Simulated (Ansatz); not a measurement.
Be2C: carrier doping

The parent structure is Be2C (space group Fm-3m, No. 225; a = 4.328 Å).

Carriers are added at fixed cell with a uniform background; the Fermi–Dirac width is that of 300 K.

Levels (all Ansatz, an electronic-structure program, PAW): PBE (420 eV, no SOC); PBEsol (420 eV, no SOC).

The base cell above is that of PBE; each level relaxes its own structures.

```json
[
 {"case": "electrons 1.0×10^21 cm⁻³", "shift of the gap caused by the change, PBE": "-0.01 eV", "shift of the gap caused by the change, PBEsol": "0.00 eV"},
 {"case": "electrons 1.5×10^21 cm⁻³", "shift of the gap caused by the change, PBE": "-0.01 eV", "shift of the gap caused by the change, PBEsol": "-0.01 eV"},
 {"case": "electrons 1.0×10^22 cm⁻³", "shift of the gap caused by the change, PBE": "-0.08 eV", "shift of the gap caused by the change, PBEsol": "-0.05 eV"},
 {"case": "electrons 2.0×10^22 cm⁻³", "shift of the gap caused by the change, PBE": "-0.13 eV", "shift of the gap caused by the change, PBEsol": "-0.09 eV"},
 {"case": "holes 1.0×10^21 cm⁻³", "shift of the gap caused by the change, PBE": "+0.02 eV", "shift of the gap caused by the change, PBEsol": "+0.02 eV"},
 {"case": "holes 1.5×10^21 cm⁻³", "shift of the gap caused by the change, PBE": "+0.04 eV", "shift of the gap caused by the change, PBEsol": "+0.03 eV"},
 {"case": "holes 1.0×10^22 cm⁻³", "shift of the gap caused by the change, PBE": "+0.23 eV", "shift of the gap caused by the change, PBEsol": "+0.22 eV"},
 {"case": "holes 2.0×10^22 cm⁻³", "shift of the gap caused by the change, PBE": "+0.44 eV", "shift of the gap caused by the change, PBEsol": "+0.43 eV"}
]
```

The two levels differ by at most about 0.05 eV. Near ties aside, they put the cases in the same order.

Carriers are added with a uniform compensating background; total energy and stress of such cells depend on the potential's zero and are not compared; many-body gap narrowing is missing at this level. Stability against distortions was not tested.
